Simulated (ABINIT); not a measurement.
The system is InSe.

```
In Se
1.0
     4.05000    0.00000    0.00000
    -2.02500    3.50740    0.00000
     0.00000    0.00000   16.93000
In Se
4 4
Direct
  0.66667 0.33333 0.84300
  0.33333 0.66667 0.34300
  0.66667 0.33333 0.65700
  0.33333 0.66667 0.15700
  0.66667 0.33333 0.39800
  0.33333 0.66667 0.89800
  0.66667 0.33333 0.10200
  0.33333 0.66667 0.60200
```

Base run:

```yaml
Program: ABINIT 10.8.3 (patched build)
Functional: PBE
Potentials_or_basis: JTH PAW PBE v2.0
Cutoff: 599 eV
k_mesh: 8 × 8 × 2
Occupations: fermi-dirac, width 0.05 eV
Spin: no spin polarisation
```

Its results: band gap on the k mesh none (metal or under the smearing width); pressure 7.6 GPa; largest force 2.879 eV/Å.

Problem. The run is repeated on the same cell with these changes: functional from PBE to PBEsol. What comes out?

Solution. Band gap on the k mesh none (metal or under the smearing width); pressure 5.1 GPa; largest force 2.738 eV/Å.

PBEsol binds more tightly than PBE, so the same cell stands under less pressure.

Caveats: spin-orbit coupling is left out, which moves the levels of the heavy elements; this functional lacks dispersion, which binds the layers, so the pressure and a relaxed spacing across them are unreliable; forces of over 1 eV/Å show positions far from the minimum, so gaps and moduli don't describe the material at rest (some runs); the PAW data sets were made with another functional, which shifts forces and pressure a little (some runs).
